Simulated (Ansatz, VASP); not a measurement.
## Si in VASP and in Ansatz

The input POSCAR:

```
Si
1.0
    0.0000000000      2.7221197377      2.7221197377
    2.7221197377      0.0000000000      2.7221197377
    2.7221197377      2.7221197377      0.0000000000
Si
2
Direct
    0.2500000000      0.2500000000      0.2500000000
    0.0000000000      0.0000000000      0.0000000000
```

The input INCAR.step1:

```
SYSTEM = Si
PREC     = Accurate       ! precision mode
ENCUT    = 520            ! plane-wave cutoff, eV
ISMEAR   = 0              ! smearing method
SIGMA    = 0.01           ! smearing width, eV
LREAL    = .False.        ! projectors in reciprocal space
LASPH    = .True.         ! aspherical terms in the spheres
NELM     = 100            ! most SCF steps
NBANDS   = 11             ! bands
GGA      = PE             ! functional
ALGO     = Normal         ! electronic algorithm
EDIFF    = 1E-4           ! SCF threshold, eV
LWAVE    = .True.         ! write WAVECAR
LCHARG   = .False.        ! write CHGCAR
```

File INCAR.step2:

```
SYSTEM = Si
PREC     = Accurate       ! precision mode
ENCUT    = 520            ! plane-wave cutoff, eV
EDIFF    = 1E-6           ! SCF threshold, eV
ISMEAR   = 0              ! smearing method
SIGMA    = 0.01           ! smearing width, eV
LREAL    = .False.        ! projectors in reciprocal space
LASPH    = .True.         ! aspherical terms in the spheres
NELM     = 100            ! most SCF steps
ALGO     = Normal         ! electronic algorithm
ISIF     = 2              ! what is computed and relaxed
LWAVE    = .False.        ! write WAVECAR
LCHARG   = .True.         ! write CHGCAR
METAGGA  = R2SCAN         ! meta-GGA
LMIXTAU  = .True.       
LELF     = .True.         ! ELF
LVHAR    = .True.       
NBANDS   = 11             ! bands
ISTART   = 1
```

File KPOINTS:

```
Automatic mesh
0
Gamma
  8 8 8
  0 0 0
```

Input for Ansatz:

```yaml
crystal:
  lattice:
    - [0.0, 2.7221197377, 2.7221197377]
    - [2.7221197377, 0.0, 2.7221197377]
    - [2.7221197377, 2.7221197377, 0.0]
  atoms:
    - { symbol: Si, position: [0.25, 0.25, 0.25] }
    - { symbol: Si, position: [0.0, 0.0, 0.0] }
kpoints:
  mp_grid: { grid: [8, 8, 8] }
  band_path:
    path:
      - [0.0, 0.0, 0.0]
      - [0.5, 0.0, 0.5]
      - [0.625, 0.25, 0.625]
      - [0.375, 0.375, 0.75]
      - [0.5, 0.5, 0.5]
      - [0.5, 0.25, 0.75]
      - [0.0, 0.419271, 0.419271]
    npoints: 1
hamiltonian:
  xc: r2scan
scf:
  occupations: { method: fixed }
  n_extra_bands: 4
output:
  forces: true
  stress: true
  eigenvalues: true
```

Alike in both runs: task single point; functional r2SCAN; k mesh 8 × 8 × 8; no spin polarisation.

|  | VASP | Ansatz |
| --- | --- | --- |
| version | VASP 6.6.1 | Ansatz 0.2.0 |
| potentials or method | VASP PAW PBE potentials, release 64 (Si) | plane waves, PAW |
| plane-wave cutoff (eV) | 520 | 500 |
| occupations | gaussian, width 0.01 eV | fixed |
| valence electrons in the cell | 8 | 8 |

|  | VASP | Ansatz | Ansatz less VASP |
| --- | --- | --- | --- |
| gap on the k mesh at the Fermi level (eV) | 0.83 | 0.81 | -0.015 |
| pressure (GPa) | -0.2 | 0.0 | +0.24 |

Caveats: the PAW data sets were made with another functional, which shifts forces and pressure a little (VASP). A k mesh can miss the band edges. r2SCAN opens gaps a little over a GGA but as a rule still falls short of measured ones.
